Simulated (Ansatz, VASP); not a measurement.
# Be: VASP beside Ansatz

The input INCAR:

```
SYSTEM = Be
PREC     = Accurate       ! precision mode
ENCUT    = 520            ! plane-wave cutoff, eV
EDIFF    = 1E-6           ! SCF threshold, eV
ISMEAR   = 0              ! smearing method
SIGMA    = 0.15           ! smearing width, eV
LREAL    = .False.        ! projectors in reciprocal space
LASPH    = .True.         ! aspherical terms in the spheres
NELM     = 60             ! most SCF steps
ALGO     = Fast           ! electronic algorithm
ISIF     = 2              ! what is computed and relaxed
LWAVE    = .False.        ! write WAVECAR
LCHARG   = .False.        ! write CHGCAR
GGA      = PE             ! functional
NBANDS   = 9              ! bands
```

File KPOINTS:

```
regular mesh
0
Gamma
  24 24 14
  0 0 0
```

The input POSCAR:

```
Be
1.0
    2.1845268857      0.0000000000      0.0000000000
   -1.0922634429      1.8918557782      0.0000000000
    0.0000000000      0.0000000000      3.4208550000
Be
2
Direct
    0.3333333333      0.6666666667      0.2500000000
    0.6666666667      0.3333333333      0.7500000000
```

Input for Ansatz:

```yaml
crystal:
  lattice:
    - [2.1845268857, 0.0, 0.0]
    - [-1.0922634429, 1.8918557782, 0.0]
    - [0.0, 0.0, 3.420855]
  atoms:
    - { symbol: Be, position: [0.3333333333, 0.6666666667, 0.25] }
    - { symbol: Be, position: [0.6666666667, 0.3333333333, 0.75] }
basis:
  ecutwfc: 420
kpoints:
  mp_grid: { grid: [24, 24, 14] }
hamiltonian:
  xc: pbe
scf:
  occupations: { method: gaussian, width: 0.15 }
output:
  forces: true
  stress: true
  eigenvalues: true
```

Change from the starting cell: strain -0.050 along x and y, -0.050 along z, atoms carried along.

Alike in both runs: task single point; functional PBE; k mesh 24 × 24 × 14; occupations gaussian, width 0.15 eV; no spin polarisation.

```csv
,VASP,Ansatz
version,VASP 6.6.1,Ansatz 0.2.0
potentials or method,"VASP PAW PBE potentials, release 64 (Be)","scalar-relativistic, plane waves, PAW"
plane-wave cutoff (eV),520,420
valence electrons in the cell,4,4
```

```csv
,VASP,Ansatz,Ansatz less VASP
gap on the k mesh at the Fermi level (eV),none,none,-
pressure (GPa),17.0,16.7,-0.23
largest component of the traceless stress (GPa),2.92,2.89,-0.034
```

A gap of «none» marks a metal or a gap that the smearing closes.

Caveats: so large a pressure means that the cell lies far from this level's equilibrium, or that cutoff or potentials fall short (VASP).
